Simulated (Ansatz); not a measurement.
**ScAl₃: zone-centre modes**

Computed with DFT PBEsol, scalar-relativistic, plane waves, PAW in Ansatz 0.2.0. The runs took a 420 eV cutoff, a Γ-centred 10×10×10 mesh and Gaussian smearing (0.15 eV). No spin polarisation.

Reference structure (relaxed at this level; it needn't be the usual structure):

```
Sc Al
1.0
    -4.07130    0.00000   -4.07130
     0.00000   -4.07130   -4.07130
    -4.07130   -4.07130    0.00000
Sc Al
2 6
Cartesian
  0.0000 0.0000 0.0000
  -4.0713 -4.0713 -4.0713
  -2.0356 -4.0713 -2.0356
  -2.0356 0.0000 -2.0356
  0.0000 -2.0356 -2.0356
  -4.0713 -2.0356 -2.0356
  -2.0356 -2.0356 -4.0713
  -2.0356 -2.0356 0.0000
```

Harmonic modes by finite displacements of 0.02 Å, without the LO–TO term. The cell doubles the primitive one, so its zone centre also holds the primitive cell's point q = (1/2, 1/2, 1/2).

(1) At this geometry, is the structure stable against these modes?

(2) List the wavenumbers in cm⁻¹.

Answers

(1) Yes: no mode is imaginary beyond 10 cm⁻¹, and only the three translations lie near zero.

(2) 0, 0, 0, 152, 152, 184, 184, 184, 236, 236, 236, 243, 243, 243, 260, 260, 260, 290, 337, 337, 337, 346, 346, 346.

Cost: 1 run of about 2.1 core-minutes, on Arm Neoverse V2 (shared hosts).